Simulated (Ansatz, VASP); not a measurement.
## ZnS: VASP beside Ansatz

File INCAR:

```
ALGO = Normal
EDIFF = 1E-8
ENCUT = 520
GGA = PE
ISIF = 2
ISMEAR = -1
LASPH = True
LCHARG = False
LEFG = True
LREAL = False
LWAVE = False
NBANDS = 26
NELM = 60
PREC = Accurate
SIGMA = 0.03
```

The input KPOINTS:

```
k-points
0
Gamma
  8 8 5
```

Contents of POSCAR:

```
ZnS
1.0
    3.8857432240      0.0000000000      0.0000000000
   -1.9428716120      3.3651523445      0.0000000000
    0.0000000000      0.0000000000      6.3562663350
Zn S
2 2
Direct
    0.3333333333      0.6666666667      0.0000000000
    0.6666666667      0.3333333333      0.5000000000
    0.3333333333      0.6666666667      0.3850000000
    0.6666666667      0.3333333333      0.8850000000
```

Input for Ansatz:

```yaml
crystal:
  lattice:
    - [3.885743224, 0.0, 0.0]
    - [-1.942871612, 3.3651523445, 0.0]
    - [0.0, 0.0, 6.356266335]
  atoms:
    - { symbol: Zn, position: [0.3333333333, 0.6666666667, 0.0] }
    - { symbol: Zn, position: [0.6666666667, 0.3333333333, 0.5] }
    - { symbol: S, position: [0.3333333333, 0.6666666667, 0.385] }
    - { symbol: S, position: [0.6666666667, 0.3333333333, 0.885] }
kpoints:
  mp_grid: { grid: [8, 8, 5] }
scf:
  occupations: { method: fermi_dirac, width: 0.03 }
hamiltonian:
  xc: pbe
  pseudopotentials: { kind: paw }
output:
  forces: true
  stress: true
  eigenvalues: true
  efg: { contact_densities: true }
```

Change from the starting cell: volume scaled by 1.06, PAW files.

Alike in both runs: task electric field gradients; functional PBE; k mesh 8 × 8 × 5; occupations fermi-dirac, width 0.03 eV; no spin polarisation.

```csv
,VASP,Ansatz
version,VASP 6.6.1,Ansatz 0.2.0
potentials or method,"VASP PAW PBE potentials, release 64 (Zn, S)","PAW with Ansatz's default frozen-core files, scalar-relativistic"
plane-wave cutoff (eV),520,420
valence electrons in the cell,36,36
```

VASP gave:

| Quantity | Value |
| --- | --- |
| gap on the k mesh at the Fermi level (eV) | 1.98 |
| pressure (GPa) | -1.6 |
| largest component of the traceless stress (GPa) | 0.84 |
| rms of the force components (eV/Å) | 0.148 |
| Vzz of the field gradient on the site that differs most (V/Å²) | 18.0 |

**Question.** Estimate Ansatz's values.

**Answer.** gap on the k mesh at the Fermi level (eV): 1.98; pressure (GPa): -1.7; largest component of the traceless stress (GPa): 0.82; rms of the force components (eV/Å): 0.147; Vzz of the field gradient on the site that differs most (V/Å²): 17.3.

Atom by atom the forces differ by 0.002 eV/Å (rms over components).
